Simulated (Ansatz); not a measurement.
Electric field gradients in P

The cell is a structure deposited in the COD whose atoms were relaxed with PBE, the cell held.

```cif
data_P
_symmetry_space_group_name_H-M 'P-1'
_symmetry_Int_Tables_number 2
_cell_length_a 5.5030
_cell_length_b 10.8842
_cell_length_c 11.0238
_cell_angle_alpha 94.682
_cell_angle_beta 99.826
_cell_angle_gamma 100.552
loop_
_atom_site_label
_atom_site_type_symbol
_atom_site_symmetry_multiplicity
_atom_site_Wyckoff_symbol
_atom_site_fract_x
_atom_site_fract_y
_atom_site_fract_z
P1 P 2 i 0.0775 0.9909 0.6757
P3 P 2 i 0.5856 0.1790 0.5409
P5 P 2 i 0.1715 0.0510 0.1895
P7 P 2 i 0.7783 0.3781 0.5599
P9 P 2 i 0.6905 0.3031 0.0243
P11 P 2 i 0.2387 0.0141 0.8756
P13 P 2 i 0.5021 0.3179 0.6778
P15 P 2 i 0.3733 0.3229 0.4779
P17 P 2 i 0.0785 0.3667 0.1301
P19 P 2 i 0.0078 0.1457 0.7997
P21 P 2 i 0.8028 0.4900 0.1347
P23 P 2 i 0.7634 0.3178 0.2288
```

One atom of each set is listed.

Method: Kohn–Sham DFT in Ansatz, LDA, plane waves and PAW, scalar-relativistic, 420 eV cutoff, Γ-centred 6×3×3 k-points, Fermi–Dirac smearing 0.02 eV.

C_Q = eQV_zz/h, which is 24.18 MHz for Q = 1 b and V_zz = 10²¹ V/m²; η = (V_xx − V_yy)/V_zz.

**Question.** Give the quadrupolar parameters of the distinct sites.

**Answer.** 

| site | atoms | first shell | V_zz (10²¹ V/m²) | η | C_Q (MHz) |
| --- | --- | --- | --- | --- | --- |
| P1 | 2 | 3 P at 2.21 Å | 0.53 | 0.03 | – |
| P3 | 2 | 3 P at 2.21 Å | 0.52 | 0.27 | – |
| P5 | 2 | 3 P at 2.21 Å | 0.51 | 0.44 | – |
| P7 | 2 | 3 P at 2.21 Å | 0.53 | 0.52 | – |
| P9 | 2 | 3 P at 2.21 Å | 0.39 | 0.56 | – |
| P11 | 2 | 3 P at 2.21 Å | 0.47 | 0.54 | – |
| P13 | 2 | 3 P at 2.20–2.21 Å | 0.47 | 0.49 | – |
| P15 | 2 | 3 P at 2.20–2.21 Å | 0.37 | 0.12 | – |
| P17 | 2 | 3 P at 2.21 Å | 0.40 | 0.56 | – |
| P19 | 2 | 3 P at 2.21 Å | 0.54 | 0.63 | – |
| P21 | 2 | 3 P at 2.21 Å | 0.54 | 0.30 | – |
| P23 | 2 | 3 P at 2.21 Å | 0.53 | 0.45 | – |

The structure holds P–P bonds (2.21 Å). At P1, P3, P5, P7, P9 and P11 and others V_zz stands upright on the plane through its three neighbours (within 12°) in each case.

P has no stable isotope with a ground-state quadrupole moment in the table, so no C_Q is given.

The largest force is 0.3 eV/Å, so the atoms aren't at the calculated equilibrium and relaxing them would move these values.

Hardware: 4 threads of Intel Xeon 6975P-C (Granite Rapids) (x86_64; 16 cores open to the job, memory cap 8.0 GiB, no GPU), a shared host with a load of 0.3 a core. Wall time 23 s, CPU time 88 s, peak memory 2.1 GiB.
